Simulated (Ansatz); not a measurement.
# SiO₂: a line through an energy map, part 2 of 2

One line of a two-coordinate grid on SiO₂ (P4_2/mnm, No. 136; 6 atoms in the cell): volume per atom is varied, at c/a of the conventional cell = 0.674.

Ansatz 0.2.0; DFT PBE, scalar-relativistic, plane waves, PAW.

## 10. Grid point (9.009 Å³, 0.674)

input.yaml reads:

```yaml
crystal:
  lattice:
    - [4.3113699901, 0.0, 0.0]
    - [0.0, 4.3113699901, 0.0]
    - [0.0, 0.0, 2.9080190583]
  atoms:
    - { symbol: Si, position: [0.5, 0.5, 0.5] }
    - { symbol: Si, position: [0.0, 0.0, 0.0] }
    - { symbol: O, position: [0.6930127928, 0.6930127928, 0.0] }
    - { symbol: O, position: [0.1930127928, 0.8069872072, 0.5] }
    - { symbol: O, position: [0.3069872072, 0.3069872072, 0.0] }
    - { symbol: O, position: [0.8069872072, 0.1930127928, 0.5] }
basis:
  ecutwfc: 520.0
kpoints:
  mp_grid: { grid: [6, 6, 10] }
hamiltonian:
  xc: pbe
  pseudopotentials: { kind: paw, azcp: { folder: soft_1 } }
scf:
  occupations: { method: gaussian, width: 0.05 }
output:
  forces: true
  stress: true
  eigenvalues: true
  write_density: true
  write_potential: true
  elf: true
  volumetric_format: npy
```

Command:

```console
$ ansatz run input.yaml --threads 2 --pin off --max-ram 4096MiB --backend cpu --events-out ev --progress --plain --runs-dir out
```

What it wrote, cut to the lines that bear on the results:

```text
[...]
SCF converged after 7 iterations
Free energy (F): -3546.303202 eV
[...]
E sigma→0 (E₀):  -3546.303202 eV
Fermi energy:    9.823109 eV
[...]
--- Forces (eV/Å), atoms counted from 1 ---
  atom   1  Si    -0.00000000    -0.00000000     0.00000000
  atom   2  Si    -0.00000000     0.00000000     0.00000000
  atom   3  O     -0.04013306    -0.04013306     0.00000000
  atom   4  O     -0.04013306     0.04013306     0.00000000
  atom   5  O      0.04013306     0.04013306     0.00000000
  atom   6  O      0.04013306    -0.04013306     0.00000000
[...]
--- Stress (GPa, compression-positive) ---
      -19.904078       0.000000       0.000000
        0.000000     -19.904078       0.000000
        0.000000       0.000000     -44.942142
  P = ⅓ Tr σ = -28.2501 GPa (-282.501 kbar)
--- Band table (eV; the first three rows and the last of 60) ---
  k-point 0: bands = ["-12.7032", "-9.6974", "-9.6974", "-9.4721", "-1.6156", "2.9740", "2.9740", "3.0440", "3.3064", "3.9881", "5.4263", "5.4263", "5.7960", "7.6145", "7.6145", "8.3386", "11.3076", "13.6425", "15.0418", "15.0418", "17.9769", "19.1448"]
[...]
```

It took 7.4 s on 2 threads of Arm Neoverse N1, shared host; peak memory 0.36 GiB.

Density in a lattice plane of the grid's cell (edges 4.31 and 4.31 Å, at 0.000 of the third edge), which holds Si and O.

Ten even steps from ' ' (0.05 e/Å³) to '@' (7.99 e/Å³):
```
                                                
                                                
                              ..........        
                            ..--====--::..      
                          ..--**####**==::..    
                          ..==##@@@@%%++::..    
                          ..--**%%%%##==::      
                          ..::--==++==::..      
                            ....::::....        
                                                
          ....::::....                          
        ..::==++==--::..                        
        ::==##%%%%**--..                        
      ..::++%%@@@@##==..                        
      ..::==**####**--..                        
        ..::--====--..                          
          ..........                            
                                                
                                                
                                                
```
Columns run along the first of these edges and rows up along the second, over one cell in 24 and 20 even steps from the bottom left corner. Atoms in the plane (fractional): Si at (0.00, 0.00), O at (0.69, 0.69), O at (0.31, 0.31).

ELF in the same plane.

Ten even steps from ' ' (0.02) to '@' (0.85):
```
--::....::::..            ..::--======++==--::::
......::::....          ::==**##%%%%%%%%%%**==::
::..::::::....        ..++%%@@@@@@@@@@@@@@%%**--
::::::......          --##@@@@@@@@@@@@@@@@@@##==
::......            ..==%%@@@@%%****##@@@@@@##==
..                  ..==%%@@@@##====**%%@@@@##--
                    ..--**%%%%##++++##@@@@@@**--
                      ..==##%%%%%%%%@@@@@@%%**::
        ::--====--::......==**%%@@@@@@@@%%##==..
    ..--**##%%%%##++--..  ..--++##%%%%##**--..  
  ..==##%%@@@@@@@@%%**==......::--====--::      
  ::**%%@@@@@@%%%%%%%%##==..                    
  --**@@@@@@##++++##%%%%**--..                  
..--##@@@@%%**====##@@@@%%==..                  
::==##@@@@@@##****%%@@@@%%==..            ......
::==##@@@@@@@@@@@@@@@@@@##--          ......::::
::--**%%@@@@@@@@@@@@@@%%++..        ....::::::..
..::==**%%%%%%%%%%##**==::          ....::::....
--::::--==++======--::..            ..::::....::
++--....::::::....              ....::::::....--
```
Columns run along the first of these edges and rows up along the second, over one cell in 24 and 20 even steps from the bottom left corner. Atoms in the plane (fractional): Si at (0.00, 0.00), O at (0.69, 0.69), O at (0.31, 0.31).

Both are smooth fields of the valence electrons: close to the nuclei they are not physical.

The highest ELF values outside the cores: 0.86 on the O–Si line, 0.8 Å from O; 0.85 beside O, off the lines to its neighbours, 0.6 Å from O.

That is 126 meV/atom from the zero.

## 11. The run at (9.331 Å³, 0.674)

input.yaml: that of step 10 with these lines changed.

```diff
@@ -2,5 +2,5 @@
   lattice:
-    - [4.3113699901, 0.0, 0.0]
-    - [0.0, 4.3113699901, 0.0]
-    - [0.0, 0.0, 2.9080190583]
+    - [4.3621356014, 0.0, 0.0]
+    - [0.0, 4.3621356014, 0.0]
+    - [0.0, 0.0, 2.9422604631]
   atoms:
@@ -25,5 +25 @@
   eigenvalues: true
-  write_density: true
-  write_potential: true
-  elf: true
-  volumetric_format: npy
```

Command:

```console
$ ansatz run input.yaml --threads 2 --pin off --max-ram 4096MiB --backend cpu --events-out ev --progress --plain --runs-dir out
```

What it wrote, cut to the lines that bear on the results:

```text
Warning: RAYON_NUM_THREADS=2 ignored (pool sized by the plan → 2); use --threads N
[...]
[... 4 set-up lines as earlier in the session ...]
[...]
Crystal: 6 atoms, lattice volume = 55.986 Å³
Basis set: ecut = 520 eV, 1511 PW (Γ), exchange–correlation on 72×72×48 points (8 copies of the dense FFT grid, shifted against one another)
Bands: 22, of which v1, the nominal top of the filled ones, is band 16 counted from 1 (15 counted from 0)
[... 1 set-up line as earlier in the session ...]
Space group: P42/mnm (ITA 136), of the structure as read, at distance tolerance 3.8e-5 Å
k-points: 60 of 360
[...]
SCF iter   1: F=—  HF=-3547.765917 eV  |F-HF|=—  |Δ(HF+E_count)|=         —  Δρ=1.20e-1  dr2=7.35e0  ethr=3.10e-3  ⟨swp⟩=6.2  Hψ=6968  notcnv=0  defer=1
[...]
SCF converged after 7 iterations
Free energy (F): -3545.928054 eV
[...]
E sigma→0 (E₀):  -3545.928054 eV
Fermi energy:    9.074452 eV
[...]
--- Forces (eV/Å), atoms counted from 1 ---
  atom   1  Si     0.00000000    -0.00000000     0.00000000
  atom   2  Si    -0.00000000     0.00000000     0.00000000
  atom   3  O     -0.12582733    -0.12582733     0.00000000
  atom   4  O     -0.12582733     0.12582733     0.00000000
  atom   5  O      0.12582733     0.12582733     0.00000000
  atom   6  O      0.12582733    -0.12582733     0.00000000
[...]
--- Stress (GPa, compression-positive) ---
      -25.441653       0.000000       0.000000
        0.000000     -25.441653       0.000000
        0.000000       0.000000     -50.402881
  P = ⅓ Tr σ = -33.7621 GPa (-337.621 kbar)
--- Band table (eV; the first three rows and the last of 60) ---
  k-point 0: bands = ["-12.8790", "-10.0362", "-10.0362", "-9.8231", "-1.9200", "2.6443", "2.6443", "2.7070", "3.0614", "3.6445", "5.0317", "5.0317", "5.3506", "7.1421", "7.1421", "7.8492", "10.2997", "12.9784", "14.3041", "14.3041", "17.1897"]
[...]
```

Run time: 6.2 s. Hardware: 2 threads of Arm Neoverse N1, shared host; peak memory 0.35 GiB.

That is 188 meV/atom from the zero.

## 12. Changing settings: xc_grid 2, ecutwfc left out

input.yaml: that of step 11 with these lines changed.

```diff
@@ -13,3 +13,3 @@
 basis:
-  ecutwfc: 520.0
+  xc_grid: 2
 kpoints:
@@ -23,3 +23,3 @@
   forces: true
+  eigenvalues: true
   stress: true
-  eigenvalues: true
```

Command:

```console
$ ansatz run input.yaml --threads 2 --pin off --max-ram 4096MiB --backend cpu --events-out ev --progress --plain --runs-dir out
```

What it wrote, cut to the lines that bear on the results:

```text
Warning: RAYON_NUM_THREADS=2 ignored (pool sized by the plan → 2); use --threads N
[...]
[... 4 set-up lines as earlier in the session ...]
[...]
Crystal: 6 atoms, lattice volume = 55.986 Å³
Basis set: ecut = 420 eV, 1089 PW (Γ), exchange–correlation on 60×60×40 points (8 copies of the dense FFT grid, shifted against one another)
Bands: 22, of which v1, the nominal top of the filled ones, is band 16 counted from 1 (15 counted from 0)
[... 2 set-up lines as earlier in the session ...]
k-points: 60 of 360
[...]
SCF iter   1: F=—  HF=-3547.754626 eV  |F-HF|=—  |Δ(HF+E_count)|=         —  Δρ=1.20e-1  dr2=7.35e0  ethr=3.10e-3  ⟨swp⟩=6.1  Hψ=6929  notcnv=0  defer=1
[...]
SCF converged after 7 iterations
Free energy (F): -3545.915961 eV
[...]
E sigma→0 (E₀):  -3545.915961 eV
Fermi energy:    9.074006 eV
[...]
--- Forces (eV/Å), atoms counted from 1 ---
  atom   1  Si    -0.00000000    -0.00000000     0.00000000
  atom   2  Si    -0.00000000     0.00000000     0.00000000
  atom   3  O     -0.12663283    -0.12663283     0.00000000
  atom   4  O     -0.12663283     0.12663283     0.00000000
  atom   5  O      0.12663283     0.12663283     0.00000000
  atom   6  O      0.12663283    -0.12663283     0.00000000
[...]
--- Stress (GPa, compression-positive) ---
      -25.440365       0.000000       0.000000
        0.000000     -25.440365       0.000000
        0.000000       0.000000     -50.407807
  P = ⅓ Tr σ = -33.7628 GPa (-337.628 kbar)
--- Band table (eV; the first three rows and the last of 60) ---
  k-point 0: bands = ["-12.8796", "-10.0372", "-10.0372", "-9.8241", "-1.9201", "2.6443", "2.6443", "2.7070", "3.0617", "3.6443", "5.0314", "5.0314", "5.3502", "7.1421", "7.1421", "7.8491", "10.2989", "12.9786", "14.3042", "14.3042", "17.1895"]
[...]
```

It took 4.1 s on 2 threads of Arm Neoverse N1, shared host; peak memory 0.33 GiB.

```
    run     ending  energy change  pressure (GPa)  gap (eV)  force (eV/Å)  cycles   time
step 11  converged              0           -33.8      2.45          0.18       7  6.2 s
variant  converged  +2.0 meV/atom           -33.8      2.45          0.18       7  4.1 s
```

Changing the numerical grids and cutoff moves the energy by +2.0 meV/atom. Cost: 4.1 s against 6.2 s.

## 13. What came out

This closing draws on all 2 parts.

| volume per atom (Å³) | step | energy (meV/atom) | slope (meV/atom per Å³) | pressure (GPa) | band gap on the k-mesh (eV) | largest force on an atom (eV/Å) |
| --- | --- | --- | --- | --- | --- | --- |
| 6.757 | 3 | 263 | −447 | 72 | 6.37 | 1.42 |
| 7.078 | 4 | 145 | −293 | 47 | 6.24 | 1.12 |
| 7.400 | 5 | 71 | −169 | 27 | 6.10 | 0.85 |
| 7.722 | 6 | 34 | −68 | 11 | 5.50 | 0.62 |
| 8.044 | 7 | 25 | 14 | −2 | 4.79 | 0.42 |
| 8.365 | 8 | 41 | 80 | −13 | 4.13 | 0.24 |
| 8.687 | 9 | 75 | 133 | −21 | 3.53 | 0.08 |
| 9.009 | 10 | 126 | 176 | −28 | 2.97 | 0.06 |
| 9.331 | 11 | 188 | 211 | −34 | 2.45 | 0.18 |

Energies count from the relaxed crystal. Slopes come from the forces (and the stress, where the cell changes), not from differences of energies.

```
                                                            run        outcome
step 12, run with xc_grid 2, ecutwfc left out (against step 11)  +2.0 meV/atom
```

In words: Of the points computed the energy is lowest at 8.044 Å³, 25 meV/atom from the zero. A fit to energies and slopes at the lowest point and its two neighbours puts the minimum at 7.9840 Å³, with a curvature of about 240 meV/atom per (Å³)². V·d²E/dV² there is about 300 GPa, a bulk modulus under this line's constraint. The highest point computed, at 6.757 Å³, lies 237 meV/atom above the lowest. This is one cut through a surface in two coordinates; the map's lowest point lies off it.

The gaps are Kohn-Sham values of a semilocal functional, not quasiparticle or optical gaps. Such gaps usually fall short of the measured ones.
